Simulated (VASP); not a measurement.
# CdTe (F-43m) in VASP: further runs, part 2 of 2

VASP 6.6.1.

### 3 Relaxation of cell and atoms, PBE

This run uses another cell than the first one, of 36.31 Å³/atom, 1.103 times its volume.

Contents of INCAR:

```
SYSTEM = CdTe
ALGO     = Fast           ! electronic algorithm
EDIFF    = 1E-7           ! SCF threshold, eV
EDIFFG   = -0.002         ! ionic threshold
ENCUT    = 520            ! plane-wave cutoff, eV
GGA      = PE             ! functional
IBRION   = 2              ! ionic algorithm
ISIF     = 3              ! what is computed and relaxed
ISMEAR   = 0              ! smearing method
KPAR     = 4            
LASPH    = .True.         ! aspherical terms in the spheres
LCHARG   = .False.        ! write CHGCAR
LREAL    = .False.        ! projectors in reciprocal space
LWAVE    = .False.        ! write WAVECAR
NELM     = 100            ! most SCF steps
NSW      = 80             ! ionic steps
PREC     = Accurate       ! precision mode
SIGMA    = 0.02           ! smearing width, eV
```

Contents of KPOINTS:

```
k-points
0
Gamma
  8 8 8
  0 0 0
```

Contents of POSCAR:

```
CdTe                                    
1.0
    0.0000000000      3.3114303548      3.3114303548
    3.3114303548     -0.0000000000      3.3114303548
    3.3114303548      3.3114303548     -0.0000000000
  Cd              Te            
     1     1
Direct
     0.0000000000000000    0.0000000000000000    0.0000000000000000
     0.2500000000000000    0.2500000000000000    0.2500000000000000
```

Potentials or basis: VASP PAW PBE potentials, release 64 (Cd, Te).

Started as:

```sh
$ cat potpaw_PBE.64/Cd/POTCAR potpaw_PBE.64/Te/POTCAR > POTCAR
$ mpirun -np 4 vasp_std > vasp.out
```

OUTCAR:

```text
SYSTEM = CdTe
   EDIFF = 1E-7
   EDIFFG = -0.002
   ENCUT = 520
   GGA = PE
   IBRION = 2
   ISIF = 3
   ISMEAR = 0
   LASPH = .True.
   LREAL = .False.
   NELM = 100
   NSW = 80
   PREC = Accurate

 ion  position               nearest neighbor table
   1  0.000  0.000  0.000-   2 2.87   2 2.87   2 2.87   2 2.87
   2  0.250  0.250  0.250-   1 2.87   1 2.87   1 2.87   1 2.87

  LATTYP: Found a face centered cubic cell.
 ALAT       =     6.6228607096

  Lattice vectors:

 A1 = (   0.0000000000,   3.3114303548,   3.3114303548)
 A2 = (   3.3114303548,   0.0000000000,   3.3114303548)
 A3 = (   3.3114303548,   3.3114303548,   0.0000000000)

Analysis of symmetry for initial positions (statically):
=====================================================================
 Subroutine PRICEL returns:
 Original cell was already a primitive cell.

 Routine SETGRP: Setting up the symmetry group for a
 face centered cubic supercell.

 Subroutine GETGRP returns: Found 24 space group operations
 (whereof 24 operations were pure point group operations)
 out of a pool of 48 trial point group operations.

The static configuration has the point symmetry T_d .

Analysis of symmetry for dynamics (positions and initial velocities):
=====================================================================
 Subroutine PRICEL returns:
 Original cell was already a primitive cell.

 Routine SETGRP: Setting up the symmetry group for a
 face centered cubic supercell.

 Subroutine GETGRP returns: Found 24 space group operations
 (whereof 24 operations were pure point group operations)
 out of a pool of 48 trial point group operations.

The dynamic configuration has the point symmetry T_d .

 Subroutine INISYM returns: Found 24 space group operations
 (whereof 24 operations are pure point group operations),
 and found     1 'primitive' translations

----------------------------------------------------------------------------------------

[... 175 lines left out ...]
  energy  without entropy=       -4.8121132755  energy(sigma->0) =       -4.81211328

--------------------------------------- Ionic step        2  -------------------------------------------

 number of electron      18.0000006 magnetization

 Free energy of the ion-electron system (eV)
  ---------------------------------------------------
  ext. energy  EPLUGINS =         0.00000000
  ---------------------------------------------------
  free energy    TOTEN  =        -4.81211857 eV

  energy without entropy =       -4.81211857  energy(sigma->0) =       -4.81211857

 E-fermi :   1.9156     XC(G=0):  -8.2951

 val. band max:        1.7712350056   @ k =   0.0000   0.0000   0.0000
 cond. band min:       2.3446446081   @ k =   0.0000   0.0000   0.0000
 fundamental gap:      0.5734096026
 Fermi energy:         1.9155811165

 k-point     1 :       0.0000    0.0000    0.0000
  band No.  band energies     occupation
      1      -9.0467      2.00000
      2      -6.3100      2.00000
      3      -6.3100      2.00000
      4      -6.3100      2.00000
      5      -6.0953      2.00000
      6      -6.0953      2.00000
      7       1.7712      2.00000
      8       1.7712      2.00000
      9       1.7712      2.00000
     10       2.3446      0.00000
     11       6.4117      0.00000
     12       6.4117      0.00000
     13       6.4117      0.00000
[... 354 lines left out ...]
  band No.  band energies     occupation
      1      -8.6586      2.00000
      2      -6.2368      2.00000
      3      -6.2271      2.00000
      4      -6.1071      2.00000
      5      -6.0903      2.00000
      6      -5.7137      2.00000
      7      -2.1369      2.00000
      8      -0.0766      2.00000
      9       0.6568      2.00000
     10       4.8573      0.00000
     11       6.4331      0.00000
     12       7.6484      0.00000
     13       8.7825      0.00000

 [... further k-points ...]

------------------------ aborting loop because EDIFF is reached ----------------------------------------

  FORCE on cell =-STRESS in cart. coord.  units (eV):
  Direction    XX          YY          ZZ          XY          YZ          ZX
  --------------------------------------------------------------------------------------
  -------------------------------------------------------------------------------------
  Total       -0.0021111     -0.0021111     -0.0021111      0.0000000      0.0000000      0.0000000
  in kB       -0.0465266     -0.0465266     -0.0465266      0.0000000      0.0000000      0.0000000
  external PRESSURE =      -0.0465266 kB  Pullay stress =       0.0000000 kB

 VOLUME and BASIS-vectors are now :
 -----------------------------------------------------------------------------
  energy-cutoff  :      520.00
  volume of cell :       72.70
      direct lattice vectors                 reciprocal lattice vectors
     0.000000000  3.312574668  3.312574668    -0.150939994  0.150939994  0.150939994
     3.312574668  0.000000000  3.312574668     0.150939994 -0.150939994  0.150939994
     3.312574668  3.312574668  0.000000000     0.150939994  0.150939994 -0.150939994

 POSITION                                       TOTAL-FORCE (eV/Angst)
 -----------------------------------------------------------------------------------
      0.00000      3.31257      3.31257         0.000000      0.000000     -0.000000
      1.65629      1.65629      1.65629        -0.000000     -0.000000      0.000000
 -----------------------------------------------------------------------------------
    total drift:                               -0.000000     -0.000000     -0.000001

  FREE ENERGIE OF THE ION-ELECTRON SYSTEM (eV)
  ---------------------------------------------------
  free  energy   TOTEN  =        -4.8121185748 eV

  energy  without entropy=       -4.8121185748  energy(sigma->0) =       -4.81211857

 reached required accuracy - stopping structural energy minimisation
```

CONTCAR:

```text
CdTe
   1.00000000000000
     0.0000000000000000    3.3125746679047170    3.3125746679047170
     3.3125746679047170    0.0000000000000000    3.3125746679047170
     3.3125746679047170    3.3125746679047170    0.0000000000000000
  Cd              Te
     1     1
Direct
     1.0000000000000000    0.0000000000000000    0.0000000000000000
     0.2500000000000000    0.2500000000000000    0.2500000000000000

  0.00000000E+00  0.00000000E+00  0.00000000E+00
  0.00000000E+00  0.00000000E+00  0.00000000E+00
```

Run time: 16 s. Hardware: 4 MPI ranks of Intel Xeon Platinum 8259CL at 2.50GHz (Skylake/Cascade Lake), shared host; peak memory 0.23 GiB.

What came out:

- Free energy: -4.8121 eV
- Relaxed volume: 36.35 Å³/atom
- Relaxed cell: a = 4.685 Å, b = 4.685 Å, c = 4.685 Å, α = 60.00°, β = 60.00°, γ = 60.00°
- Space group after relaxing (to 0.05 Å): F-43m (No. 216)
- Energy gained by relaxing: 0.0 meV/atom
- Ionic steps: 2
- Pressure after relaxing: 0.0 GPa
- Band gap on the k mesh: 0.57 eV, direct

Final structure:
```
CELL_PARAMETERS angstrom
0.00000 3.31257 3.31257
3.31257 0.00000 3.31257
3.31257 3.31257 0.00000
ATOMIC_POSITIONS crystal
Cd 0.00000 0.00000 0.00000
Te 0.25000 0.25000 0.25000
```

Caveat: spin-orbit coupling is left out, which moves the levels of the heavy elements.
